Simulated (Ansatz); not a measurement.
The system is Bi.

```xyz
2
Lattice="2.2675 1.3091 3.9380 -2.2675 1.3091 3.9380 0.0000 -2.6183 3.9380" Properties=species:S:1:pos:R:3 pbc="T T T"
Bi    0.0000    0.0000    9.0495
Bi    0.0000    0.0000    2.7645
```

Base run:

```yaml
Program: Ansatz 0.2.0
Functional: PBEsol
Potentials_or_basis: Ansatz PAW
Cutoff: "420 eV (not typed: the program's choice for these potentials)"
k_mesh: 7 × 7 × 7
Occupations: fermi-dirac, width 0.05 eV
Spin: no spin polarisation
```

Its results: pressure -0.4 GPa; largest force 0.129 eV/Å.

Q: The run is repeated on the same cell with these changes: spin from no spin polarisation to spin-orbit coupling, no magnetisation; potential files from those of the base run to others of the same set. What comes out?

A: Pressure 0.7 GPa; largest force 0.087 eV/Å.

Caveats: the PAW data sets come from PBE, with cores solved anew for the run's functional, which leaves a small shift of forces and pressure.
